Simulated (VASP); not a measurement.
Here is a VASP 6.6.1 calculation.

INCAR

```
SYSTEM = Ge
  ALGO = Fast
  EDIFF = 1E-7
  EDIFFG = -0.005
  ENCUT = 600
  GGA = PS
  IBRION = 2
  ISIF = 3
  ISMEAR = 0
  LASPH = .TRUE.
  LCHARG = .FALSE.
  LREAL = .FALSE.
  LWAVE = .FALSE.
  NELM = 80
  NSW = 90
  PREC = Accurate
  SIGMA = 0.1
```

Contents of KPOINTS:

```
k-points
0
G
  14 14 14
  0 0 0
```

Contents of POSCAR:

```
Ge
1.0
    0.0000000000      2.8287700000      2.8287700000
    2.8287700000      0.0000000000      2.8287700000
    2.8287700000      2.8287700000      0.0000000000
Ge
2
Direct
    0.5000000000      0.5000000000      0.5000000000
    0.7500000000      0.7500000000      0.7500000000
```

Potentials or basis: VASP PAW PBE potentials, release 64 (Ge_d).

Command:

```bash
$ cat potpaw_PBE.64/Ge_d/POTCAR > POTCAR
$ mpirun -np 1 vasp_std > vasp.out
```

Task: Predict the band gap on the k mesh.

Result: None (metal or under the smearing width).

Task: What does it give for the space group after relaxing (to 0.05 Å)?

Result: Fd-3m (No. 227).

Task: What does it give for the relaxed cell?

Result: a = 4.012 Å, b = 4.012 Å, c = 4.012 Å, α = 60.00°, β = 60.00°, γ = 60.00°.

Final structure:
```
CELL_PARAMETERS angstrom
0.00000 2.83718 2.83718
2.83718 0.00000 2.83718
2.83718 2.83718 0.00000
ATOMIC_POSITIONS crystal
Ge 0.50000 0.50000 0.50000
Ge 0.75000 0.75000 0.75000
```

Caveat: this crystal is a semiconductor, whose small gap the functional closes, so the metal is an error of the method. Zero-point motion and thermal expansion aren't in these numbers.
